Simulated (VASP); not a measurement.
VASP ran on this input.

### INCAR
```
ALGO=Normal
EDIFF=1E-6
ENCUT=520
GGA=PE
ISIF=2
ISMEAR=-1
LASPH=.TRUE.
LCHARG=.FALSE.
LMAXMIX=4
LREAL=.FALSE.
LWAVE=.FALSE.
NELM=100
PREC=Accurate
SIGMA=0.01
SYSTEM=LiI
```

**POSCAR**
```
LiI
1
    0.0000000000     3.0100000000     3.0100000000
    3.0100000000     0.0000000000     3.0100000000
    3.0100000000     3.0100000000     0.0000000000
Li I
1 1
Direct
  0.0000000000   0.0000000000   0.0000000000
  0.5000000000   0.5000000000   0.5000000000
```

File KPOINTS:
```
kpoints
0
Gamma
 7 7 7
```

POTCAR, in this order: Li_sv I (PBE.64 set). Program: vasp_std.

### Question
Write an equivalent input for Ansatz.

### Answer
One equivalent input (not run):
Ansatz 0.2 input:
```yaml
crystal:
  lattice:
    - [0.0000000, 3.0100000, 3.0100000]
    - [3.0100000, 0.0000000, 3.0100000]
    - [3.0100000, 3.0100000, 0.0000000]
  atoms:
    - { symbol: Li, position: [0.0000000, 0.0000000, 0.0000000] }
    - { symbol: I, position: [0.5000000, 0.5000000, 0.5000000] }
kpoints:
  mp_grid: { grid: [7, 7, 7] }
hamiltonian:
  xc: pbe
  pseudopotentials: { kind: paw }
scf:
  occupations: { method: fermi_dirac, width: 0.01 }
  max_iter: 100
output: { forces: true, stress: true, eigenvalues: true }
```
What does not carry over: each code has its own PAW files, so the cut-off isn't converted (ENCUT is set for VASP's; basis.ecutwfc is left out, and Ansatz then takes the one that its files recommend); Ansatz stops its SCF on the density residual and VASP on the energy change (EDIFF).

The compound is LiI in the rock salt structure. The cell was not relaxed at this level. The run is one of a series of settings (ISMEAR = -1, SIGMA = 0.01 against the base run), some of them coarse on purpose.
